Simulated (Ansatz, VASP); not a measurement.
This is a calculation of In for VASP 6.6.1.

Contents of INCAR:

```
SYSTEM = In
PREC     = Accurate       ! precision mode
ENCUT    = 600            ! plane-wave cutoff, eV
EDIFF    = 1E-7           ! SCF threshold, eV
ISMEAR   = -1             ! smearing method
SIGMA    = 0.05           ! smearing width, eV
LREAL    = .False.        ! projectors in reciprocal space
LASPH    = .True.         ! aspherical terms in the spheres
NELM     = 80             ! most SCF steps
ALGO     = Normal         ! electronic algorithm
ISIF     = 3              ! what is computed and relaxed
LWAVE    = .False.        ! write WAVECAR
LCHARG   = .False.        ! write CHGCAR
GGA      = B5             ! functional
ALDAX    = 1.0          
AGGAX    = 1.0          
AGGAC    = 1.0          
ALDAC    = 0.0          
IBRION   = 2              ! ionic algorithm
NSW      = 40             ! ionic steps
EDIFFG   = -0.02          ! ionic threshold
```

Contents of KPOINTS:

```
Automatic mesh
0
Gamma
  10 10 10
  0 0 0
```

Contents of POSCAR:

```
In
1.0
   -1.8825252400      1.8825252400      1.8825252400
    1.8825252400     -1.8825252400      1.8825252400
    1.8825252400      1.8825252400     -1.8825252400
In
1
Direct
    0.0000000000      0.0000000000      0.0000000000
```

Potentials or basis: VASP PAW PBE potentials, release 64 (In_d).

Launch:

```bash
$ cat potpaw_PBE.64/In_d/POTCAR > POTCAR
$ mpirun -np 1 vasp_std > vasp.out
```

Task: Translate it to Ansatz 0.2.0. Potentials there: Ansatz PAW.

Result: As run (the cutoff follows the program's own potentials):

Contents of input.yaml:

```yaml
crystal:
  lattice:
    - [-1.88252524, 1.88252524, 1.88252524]
    - [1.88252524, -1.88252524, 1.88252524]
    - [1.88252524, 1.88252524, -1.88252524]
  atoms:
    - { symbol: In, position: [0.0, 0.0, 0.0] }
hamiltonian:
  xc: blyp
  pseudopotentials: { kind: paw }
kpoints:
  mp_grid: { grid: [10, 10, 10] }
scf:
  occupations: { method: fermi_dirac, width: 0.05 }
output:
  forces: true
  stress: true
  eigenvalues: true
relax:
  f_tol: 0.01
  max_steps: 40
  cell: { stress_tol: 0.05 }
```

Potentials or basis: Ansatz PAW.

Launch:

```console
$ ansatz run input.yaml --threads 2 --pin off --max-ram 5632MiB --backend cpu --events-out ev --progress --plain --runs-dir out
```

Both were run:

|  | VASP | Ansatz | Ansatz less VASP |
| --- | --- | --- | --- |
| gap on the k mesh at the Fermi level, each at its own relaxed structure (eV) | none | none | - |
| relaxed volume (Å³/atom) | 31.40 | 31.40 | +0.003 |
| relaxed cell length with the largest relative difference (Å) | 3.442 | 3.442 | +0.0001 |
| energy change over the relaxation (meV/atom) | -70 | -69 | +0.8 |

A gap of «none» marks a metal or a gap that the smearing closes.

Caveats: the volume moved by over 15 % at a fixed basis, so the end points are rough; the PAW data sets were made with another functional, which shifts forces and pressure a little (VASP); the plane-wave basis is chosen anew once the cell has moved, so the energies of steps on either side of that aren't comparable (Ansatz); the PAW data sets come from PBE, with cores solved anew for the run's functional, which leaves a small shift of forces and pressure (Ansatz).
